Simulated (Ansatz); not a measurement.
The system is KI.

```xyz
2
Lattice="0.0000 3.5328 3.5328 3.5328 0.0000 3.5328 3.5328 3.5328 0.0000" Properties=species:S:1:pos:R:3 pbc="T T T"
I     3.5328    3.5328    3.5328
K     0.0000    0.0000    0.0000
```

* Program: Ansatz 0.2.0
* Task: relaxation of cell and atoms
* Functional: RPBE
* Dispersion: D4
* Potentials or basis: Ansatz PAW
* Cutoff: 420 eV (not typed: the program's choice for these potentials)
* k mesh: 7 × 7 × 7
* Occupations: fermi-dirac, width 0.05 eV
* Spin: no spin polarisation

At the start: volume 44.09 Å³/atom.

Where does the relaxation end?

It ends after 4 steps and the volume is 46.24 Å³/atom (+4.9 %); space group Fm-3m (No. 225, to 0.05 Å).

Step by step:
| step | energy change (eV) | largest force (eV/Å) | volume (Å³) |
| --- | --- | --- | --- |
| 1 | 0.0000 | 0.0000 | 88.18 |
| 2 | -0.0047 | 0.0000 | 89.85 |
| 3 | -0.0076 | 0.0000 | 92.49 |
| 4 | -0.0078 | 0.0000 | 92.49 |

Final structure:
```yaml
crystal:
  lattice:
    - [0.00000, 3.58936, 3.58936]
    - [3.58936, 0.00000, 3.58936]
    - [3.58936, 3.58936, 0.00000]
  atoms:
    - { symbol: I, position: [0.50000, 0.50000, 0.50000] }
    - { symbol: K, position: [0.00000, 0.00000, 0.00000] }
```

Caveat: the plane-wave basis is chosen anew once the cell has moved, so the energies of steps on either side of that aren't comparable; the PAW data sets come from PBE, with cores solved anew for the run's functional, which leaves a small shift of forces and pressure.
